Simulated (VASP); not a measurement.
# Bi (I4/mmm) in VASP: single point with PBE+D3(BJ)

Aim: the single point of Bi with PBE+D3(BJ).

Program: VASP 6.6.1. These are calculated values, not measurements. Logs are shortened: lines on timing, memory, paths and dates and some standing lists are left out, and cuts for length are marked.

### 1 Starting point

It takes space group I4/mmm (No. 139, tetragonal). The conventional cell has a = 8.515 Å, b = 8.515 Å, c = 2.861 Å, α = 90.00°, β = 90.00°, γ = 90.00°. Around Bi (site symmetry 4/mmm) lie 2 Bi at 2.86 Å.

This isn't the form of Bi at room conditions, which is rhombohedral.

### 2 Single point, PBE+D3(BJ)

Contents of INCAR:

```
SYSTEM = Bi
PREC = Accurate ; ENCUT = 520
EDIFF = 1E-6 ; ISMEAR = 0
SIGMA = 0.1 ; LREAL = .False.
LASPH = .True. ; NELM = 100
ALGO = Normal ; ISIF = 2
LWAVE = .False. ; LCHARG = .False.
GGA = PE ; IVDW = 12
NBANDS = 14
```

Contents of KPOINTS:

```
Automatic mesh
0
Gamma
  6 6 6
  0 0 0
```

Contents of POSCAR:

```
Bi
1.0
   -4.2574820000      4.2574820000      1.4305640000
    4.2574820000     -4.2574820000      1.4305640000
    4.2574820000      4.2574820000     -1.4305640000
Bi
1
Direct
    0.0000000000      0.0000000000      0.0000000000
```

Potentials or basis: VASP PAW PBE potentials, release 64 (Bi_d).

Launch:

```console
cat potpaw_PBE.64/Bi_d/POTCAR > POTCAR
mpirun -np 1 vasp_std > vasp.out
```

OUTCAR:

```text
SYSTEM = Bi
   PREC = Accurate
   ENCUT = 520
   EDIFF = 1E-6
   ISMEAR = 0
   LREAL = .False.
   LASPH = .True.
   NELM = 100
   ISIF = 2
   GGA = PE
   IVDW = 12
 IVDW          = 12

 ion  position               nearest neighbor table
   1  0.000  0.000  0.000-

  LATTYP: Found a body centered tetragonal cell.
 ALAT       =     8.5149640000
 C/A-ratio  =     0.3360117553

  Lattice vectors:

 A1 = (  -4.2574820000,   4.2574820000,   1.4305640000)
 A2 = (   4.2574820000,  -4.2574820000,   1.4305640000)
 A3 = (   4.2574820000,   4.2574820000,  -1.4305640000)

Analysis of symmetry for initial positions (statically):
=====================================================================
 Subroutine PRICEL returns:
 Original cell was already a primitive cell.

 Routine SETGRP: Setting up the symmetry group for a
 body centered tetragonal supercell.

 Subroutine GETGRP returns: Found 16 space group operations
 (whereof 16 operations were pure point group operations)
 out of a pool of 16 trial point group operations.

The static configuration has the point symmetry D_4h.

Analysis of symmetry for dynamics (positions and initial velocities):
=====================================================================
 Subroutine PRICEL returns:
 Original cell was already a primitive cell.

 Routine SETGRP: Setting up the symmetry group for a
 body centered tetragonal supercell.

 Subroutine GETGRP returns: Found 16 space group operations
 (whereof 16 operations were pure point group operations)
 out of a pool of 16 trial point group operations.

The dynamic configuration has the point symmetry D_4h.

 Subroutine INISYM returns: Found 16 space group operations
 (whereof 16 operations are pure point group operations),
 and found     1 'primitive' translations

----------------------------------------------------------------------------------------

                                     Primitive cell

  volume of cell :     103.7225

  direct lattice vectors                    reciprocal lattice vectors
    -4.257482000  4.257482000  1.430564000     0.000000000  0.117440309  0.349512500
     4.257482000 -4.257482000  1.430564000     0.117440309  0.000000000  0.349512500
     4.257482000  4.257482000 -1.430564000     0.117440309  0.117440309  0.000000000

  length of vectors
     6.188603988  6.188603988  6.188603988     0.368715627  0.368715627  0.166085677

  position of ions in fractional coordinates (direct lattice)
     0.000000000  0.000000000  0.000000000

  ion indices of the primitive-cell ions
   primitive index   ion index
                 1           1

----------------------------------------------------------------------------------------

 KPOINTS: Automatic mesh

Automatic generation of k-mesh.
 Grid dimensions read from file:
 generate k-points for:    6    6    6

 Generating k-lattice:

  Cartesian coordinates                     Fractional coordinates (reciprocal lattice)
     0.000000000  0.019573385  0.058252083     0.166666667  0.000000000  0.000000000
     0.019573385  0.000000000  0.058252083     0.000000000  0.166666667  0.000000000
     0.019573385  0.019573385  0.000000000     0.000000000  0.000000000  0.166666667

  Length of vectors
     0.061452605  0.061452605  0.027680946

  Shift w.r.t. Gamma in fractional coordinates (k-lattice)
     0.000000000  0.000000000  0.000000000

 Subroutine IBZKPT returns following result:
 ===========================================

 Found     30 irreducible k-points:

 Following reciprocal coordinates:
            Coordinates               Weight
  0.000000  0.000000  0.000000      1.000000
  0.166667  0.000000  0.000000      8.000000
  0.333333  0.000000 -0.000000      8.000000
  0.500000  0.000000  0.000000      4.000000
  0.166667  0.166667 -0.000000      8.000000
  0.333333  0.166667 -0.000000     16.000000
[... 16 lines left out ...]
 -0.333333 -0.333333  0.166667      8.000000
 -0.166667 -0.333333  0.166667      8.000000
 [... further k-points ...]
   k-points           NKPTS =     30   k-points in BZ     NKDIM =     30   number of bands    NBANDS=     14
   number of dos      NEDOS =    301   number of ions     NIONS =      1
   total plane-waves  NPLWV = 110592
   dimension x,y,z NGX =    48 NGY =   48 NGZ =   48
   dimension x,y,z NGXF=    96 NGYF=   96 NGZF=   96
   ions per type =               1
   NGX,Y,Z   is equivalent  to a cutoff of  12.89, 12.89, 12.89 a.u.
   NGXF,Y,Z  is equivalent  to a cutoff of  25.79, 25.79, 25.79 a.u.
 SYSTEM =  Bi
   PREC   = accura    normal or accurate (medium, high low for compatibility)
   ISTART =      0    job   : 0-new  1-cont  2-samecut
   ICHARG =      2    charge: 1-file 2-atom 10-const
   ISPIN  =      1    spin polarized calculation?
   LNONCOLLINEAR =      F non collinear calculations
   LSORBIT =      F    spin-orbit coupling
   LASPH  =      T    aspherical Exc in radial PAW
   ENCUT  =  520.0 eV  38.22 Ry    6.18 a.u.  11.51 11.51 11.51*2*pi/ulx,y,z
   NELM   =    100;   NELMIN=  2; NELMDL= -5     # of ELM steps
   EDIFF  = 0.1E-05   stopping-criterion for ELM
   LREAL  =      F    real-space projection
   EDIFFG = 0.1E-04   stopping-criterion for IOM
   NSW    =      0    number of steps for IOM
   IBRION =     -1    ionic relax: 0-MD 1-quasi-New 2-CG
   NFREE  =      0    steps in history (QN), initial steepest desc. (CG)
   ISIF   =      2    stress and relaxation
   ISYM   =      2    0-nonsym 1-usesym 2-fastsym
   POTIM  = 0.5000    time-step for ionic-motion
   TEBEG  =    0.0;   TEEND  =   0.0 temperature during run
   PSTRESS=    0.0 pullay stress
   NELECT =      15.0000    total number of electrons
   NUPDOWN=      -1.0000    fix difference up-down
   EMIN   =  10.00;   EMAX   =-10.00  energy-range for DOS
   EFERMI =   0.00;   METHOD = LEGACY
   ISMEAR =     0;   SIGMA  =   0.10  broadening in eV -4-tet -1-fermi 0-gaus
   EFERMI_NEDOS =   21; number of points for ismear=-14 and -15
   IALGO  =     38    algorithm
   IMIX   =      4    mixing-type and parameters
     AMIX     =   0.40;   BMIX     =  1.00
     AMIX_MAG =   1.60;   BMIX_MAG =  1.00
  volume/ion in A,a.u.               =     103.72       699.95
  Fermi-wavevector in a.u.,A,eV,Ry     =   0.859306  1.623852 10.046624  0.738406
  Thomas-Fermi vector in A             =   1.976641
   LORBIT       =      0    0 simple, 1 ext, 2 COOP (PROOUT), +10 PAW based schemes
   GGA     = PE    functional components
   LHFCALC =     F    Hartree Fock is set to
   AEXX    =    0.0000 exact exchange contribution
   IVDW    =    12    specifies the selected vdW correction
   LEPSILON=     F    determine dielectric tensor
   LRPA    =     F    only Hartree local field effects (RPA)
 non-spin polarized calculation
 Gauss-broadening in eV      SIGMA  =   0.10
  energy-cutoff  :      520.00
  volume of cell :      103.72
 maximum number of plane-waves:      2845
 NGX is ok and might be reduce to    48
   NGX = 23   NGY = 23   NGZ = 23

 number of electron      15.0000006 magnetization

 Free energy of the ion-electron system (eV)
  ---------------------------------------------------
  ext. energy  EPLUGINS =         0.00000000
  ---------------------------------------------------
  free energy    TOTEN  =        -2.76406366 eV

  energy without entropy =       -2.76406366  energy(sigma->0) =       -2.76406366

 E-fermi :  -0.9150     XC(G=0):  -4.8407

 val. band max:       -1.3664257806   @ k =  -0.1667  -0.1667   0.1667
 cond. band min:      -0.4705343005   @ k =   0.3333   0.3333   0.1667
 fundamental gap:      0.8958914801
 Fermi energy:        -0.9150017675

 k-point     1 :       0.0000    0.0000    0.0000
  band No.  band energies     occupation
      1     -23.6005      2.00000
      2     -23.2722      2.00000
      3     -23.2720      2.00000
      4     -22.9792      2.00000
      5     -22.9792      2.00000
      6     -12.4439      2.00000
      7      -2.1930      2.00000
      8      -2.1930      2.00000
      9       1.8105      0.00000
     10       3.6665      0.00000
     11       6.2819      0.00000
     12       6.8737      0.00000
     13       6.8737      0.00000
     14       7.8794      0.00000

 k-point     2 :       0.1667    0.0000    0.0000
  band No.  band energies     occupation
      1     -23.3875      2.00000
      2     -23.2635      2.00000
      3     -23.2634      2.00000
      4     -23.0592      2.00000
      5     -23.0592      2.00000
      6     -11.9267      2.00000
      7      -1.6482      2.00000
      8      -1.6414      2.00000
      9       2.4165      0.00000
     10       3.9554      0.00000
     11       4.2399      0.00000
     12       6.1699      0.00000
     13       7.4631      0.00000
     14       7.4711      0.00000

 k-point     3 :       0.3333    0.0000   -0.0000
  band No.  band energies     occupation
      1     -23.2462      2.00000
      2     -23.2462      2.00000
      3     -23.2153      2.00000
      4     -23.2153      2.00000
      5     -22.9567      2.00000
      6     -10.3675      2.00000
      7      -1.3722      2.00000
      8      -0.2069      0.00000
      9      -0.1902      0.00000
     10       4.2900      0.00000
     11       5.8789      0.00000
     12       6.7615      0.00000
     13       7.5874      0.00000
     14       7.6197      0.00000

 k-point     4 :       0.5000    0.0000    0.0000
  band No.  band energies     occupation
      1     -23.2916      2.00000
      2     -23.2916      2.00000
      3     -23.2375      2.00000
      4     -23.2375      2.00000
      5     -22.7394      2.00000
      6      -8.7718      2.00000
      7      -4.3278      2.00000
      8       0.9963      0.00000
      9       1.0071      0.00000
     10       5.1747      0.00000
     11       5.3906      0.00000
     12       7.2305      0.00000
     13       8.1688      0.00000
     14       8.5771      0.00000

 k-point     5 :       0.1667    0.1667   -0.0000
  band No.  band energies     occupation
      1     -23.2462      2.00000
      2     -23.2462      2.00000
      3     -23.2153      2.00000
      4     -23.2153      2.00000
      5     -22.9567      2.00000
      6     -10.3695      2.00000
      7      -1.3693      2.00000
      8      -0.2094      0.00000
      9      -0.1003      0.00000
     10       4.0461      0.00000
     11       5.7406      0.00000
[... 276 lines left out ...]
 k-point    22 :      -0.1667    0.5000    0.1667
  band No.  band energies     occupation
      1     -23.2462      2.00000
      2     -23.2461      2.00000
      3     -23.2153      2.00000
      4     -23.2153      2.00000
      5     -22.9567      2.00000
      6     -10.3597      2.00000
      7      -1.3832      2.00000
      8      -0.3541      0.00000
      9      -0.3399      0.00000
     10       5.1104      0.00000
     11       5.9967      0.00000
     12       6.4898      0.00000
     13       7.8217      0.00000
     14       8.1740      0.00000

 k-point    23 :      -0.3333   -0.3333    0.1667
  band No.  band energies     occupation
      1     -23.2462      2.00000
      2     -23.2461      2.00000
      3     -23.2153      2.00000
      4     -23.2153      2.00000
      5     -22.9567      2.00000
      6     -10.3578      2.00000
      7      -1.3857      2.00000
      8      -0.4251      0.00000
      9      -0.3326      0.00000
     10       5.0813      0.00000
     11       6.1167      0.00000
     12       6.8509      0.00000
     13       7.8321      0.00000
     14       8.6195      0.00000

 k-point    24 :      -0.1667   -0.3333    0.1667
  band No.  band energies     occupation
      1     -23.2916      2.00000
      2     -23.2916      2.00000
      3     -23.2375      2.00000
      4     -23.2375      2.00000
      5     -22.7394      2.00000
      6      -8.7719      2.00000
      7      -4.3279      2.00000
      8       1.0026      0.00000
      9       1.0054      0.00000
     10       5.3678      0.00000
     11       5.4465      0.00000
     12       6.5234      0.00000
     13       7.5217      0.00000
     14       8.1507      0.00000

 [... further k-points ...]

------------------------ aborting loop because EDIFF is reached ----------------------------------------

 Edisp (eV)   -0.12296

 E8    (eV) :    -0.0564

  FORCE on cell =-STRESS in cart. coord.  units (eV):
  Direction    XX          YY          ZZ          XY          YZ          ZX
  --------------------------------------------------------------------------------------
  -------------------------------------------------------------------------------------
  Total      -0.16433    -0.16433     2.42600     0.00000     0.00000     0.00000
  in kB      -2.53830    -2.53830    37.47380     0.00000     0.00000     0.00000
  external pressure =       10.80 kB  Pullay stress =        0.00 kB

 VOLUME and BASIS-vectors are now :
 -----------------------------------------------------------------------------
  energy-cutoff  :      520.00
  volume of cell :      103.72
      direct lattice vectors                 reciprocal lattice vectors
    -4.257482000  4.257482000  1.430564000     0.000000000  0.117440309  0.349512500
     4.257482000 -4.257482000  1.430564000     0.117440309  0.000000000  0.349512500
     4.257482000  4.257482000 -1.430564000     0.117440309  0.117440309  0.000000000

 POSITION                                       TOTAL-FORCE (eV/Angst)
 -----------------------------------------------------------------------------------
      0.00000      0.00000      0.00000        -0.000000     -0.000000     -0.000000
 -----------------------------------------------------------------------------------
    total drift:                               -0.000000      0.000000      0.000000

  FREE ENERGIE OF THE ION-ELECTRON SYSTEM (eV)
  ---------------------------------------------------
  free  energy   TOTEN  =        -2.8870226206 eV

  energy  without entropy=       -2.8870226205  energy(sigma->0) =       -2.88702262
```

It took 32 s on 1 thread of Intel Xeon Platinum 8488C (Sapphire Rapids), shared host; peak memory 0.31 GiB.

Results:

| Item | Value |
| --- | --- |
| Free energy | -2.8870 eV |
| Pressure | 1.1 GPa |
| Band gap on the k mesh | none (metal or under the smearing width) |
| Dispersion energy per atom | -0.123 eV |

Levels at points of the mesh, in eV from the Fermi level:
```
           k point  band 4  band 5  band 6  band 7  band 8  band 9  band 10  band 11  band 12  band 13
(0.00, 0.00, 0.00)  -22.06  -22.06  -11.53   -1.28   -1.28    2.73     4.58     7.20     7.79     7.79
(0.50, 0.00, 0.00)  -22.32  -21.82   -7.86   -3.41    1.91    1.92     6.09     6.31     8.15     9.08
(0.50, 0.50, 0.00)  -22.06  -22.06  -11.52   -1.66   -1.24    3.80     4.96     5.74     7.59     7.74
(0.50, 0.50, 0.50)  -22.06  -22.06  -11.51   -1.59   -1.59    3.84     6.46     6.46     6.98     8.24
```

Caveat: the k mesh is coarse (spacing up to 0.39 Å⁻¹), so the values aren't converged; spin-orbit coupling is left out, which moves the levels of the heavy elements; pairwise dispersion overbinds metals, which lowers pressure and volume.
